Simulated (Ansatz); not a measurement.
# PbO: how the free axis answers a strain

PbO, P4/nmm, a = 4.034 Å, c = 4.995 Å. The structure is a COD entry; whether it is the stable form wasn't checked. Ansatz: PBE+D3(BJ), PAW, 420 eV, Γ-centred 8×8×6 mesh on 4 atoms, Gaussian smearing 0.02 eV; no spin polarisation. Series: uniaxial strain along a, with b, c and atoms relaxed; x is the strain in per cent. y is the change of c in per cent of 4.995 Å.

```tsv
x (%)	y (%)
-3.0	0.01
-2.0	?
-1.0	-0.01
0.0	0.00
1.0	-0.07
2.0	-0.12
3.0	-0.16
```

Q: Fit y = c1 x + c2 x² to the other rows, say what c1 measures, and predict the missing y.

A: Least squares on the rows shown. y = −0.03067 x − 0.009248 x². So −c1 = 0.031 is Poisson's ratio for this pair of axes. Along b the same runs (not shown) give 0.97. With a term in x³ added, the coefficient of x becomes -0.03984, 30 % more, which shows how far this figure hangs on the form. At x = -2.0 the fit asked for gives 0.02 %. The run gave 0.00 %, so the fit is 0.02 % too high, within the rms miss on the fitted rows (0.02 %): the form describes this series only roughly.

Spin–orbit coupling is left out, which can shift energies with elements as heavy as these.

Cost: 7 runs of about 6 core-minutes in all, on Intel Xeon 6975P-C (Granite Rapids) (shared hosts).